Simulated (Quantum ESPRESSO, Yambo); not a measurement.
An input for Yambo 5.3.0 (SiC (Moissanite)):

```
HF_and_locXC
gw0
dyson
ppa
em1d
rim_cut
RandQpts= 1000000
RandGvec= 1 RL
EXXRLvcs= 74 Ry
VXCRLvcs= 296 Ry
Chimod= "HARTREE"
% BndsRnXp
 1 | 180 |
%
NGsBlkXp= 15.5 Ry
% LongDrXp
 1 | 1 | 1 |
%
% GbndRnge
 1 | 180 |
%
DysSolver= "n"
ExtendOut
PPAPntXp= 27.21138 eV
% QPkrange
 1 | 10 | 3 | 13 |
%
```

```sh
OMP_NUM_THREADS=1 mpirun -n 4 yambo -F gw1.in -J gw1 -C gw1 > gw1.log
```

The stored states that it reads are on a 3×3×4 mesh. It takes space group P6_3mc (No. 186, hexagonal). The conventional cell has a = 3.076 Å, b = 3.076 Å, c = 5.048 Å, α = 90.00°, β = 90.00°, γ = 120.00°. Si has 4 C at 1.88 to 1.90 Å nearest. C has 4 Si at 1.88 to 1.90 Å nearest. Farther neighbours are not listed.

**Question.** How long will it take on 4 MPI ranks of Arm Neoverse V1, shared host, and how much memory?

It took 12 min; on shared hardware allow 6 min to 24 min. Peak host memory was 1.6 GiB.

The screening grows as filled bands × empty bands × pairs of k points, times the square of the screening basis for the matrix.

[Paths, hosts, dates, memory and timing lines, banners, echoed tables and standing remarks are left out of the program output.]

[Logs are printed without paths, hosts, clocks, repeated set-up lines and the standing remarks that a program may print on its own settings, such as how far it seeks lower states.]

[Runs of the session that timed out or met a known fault of the program may be left out.]

[Hosts, paths, dates, database ids (printed as entryN), source tags and the programs' standing remarks are cut or masked in the printed files.]
